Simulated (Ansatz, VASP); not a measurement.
AgCl: VASP beside Ansatz

```
CELL_PARAMETERS angstrom
4.45243 0.00000 0.00000
-2.22621 3.85592 0.00000
0.00000 0.00000 5.63947
ATOMIC_POSITIONS crystal
Ag 0.33333 0.66667 0.25000
Ag 0.66667 0.33333 0.75000
Cl 0.66667 0.33333 0.25000
Cl 0.33333 0.66667 0.75000
```

Change from the starting cell: hydrostatic strain -1.5%.

Alike in both runs: task single point; functional r2SCAN; k mesh 6 × 6 × 4; no spin polarisation.

```csv
,VASP,Ansatz
version,VASP 6.6.1,Ansatz 0.2.0
potentials or method,"VASP PAW PBE potentials, release 64 (Ag, Cl)","plane waves, PAW"
plane-wave cutoff (eV),520,500
occupations,"gaussian, width 0.01 eV",fixed
valence electrons in the cell,36,52
```

|  | VASP | Ansatz | Ansatz less VASP |
| --- | --- | --- | --- |
| gap on the k mesh at the Fermi level (eV) | 1.74 | 1.79 | +0.047 |
| pressure (GPa) | 1.9 | 2.0 | +0.08 |
| largest component of the traceless stress (GPa) | 0.15 | 0.19 | +0.048 |

The two sets of potentials don't hold the same shells in valence.

Caveats: the PAW data sets were made with another functional, which shifts forces and pressure a little (VASP).
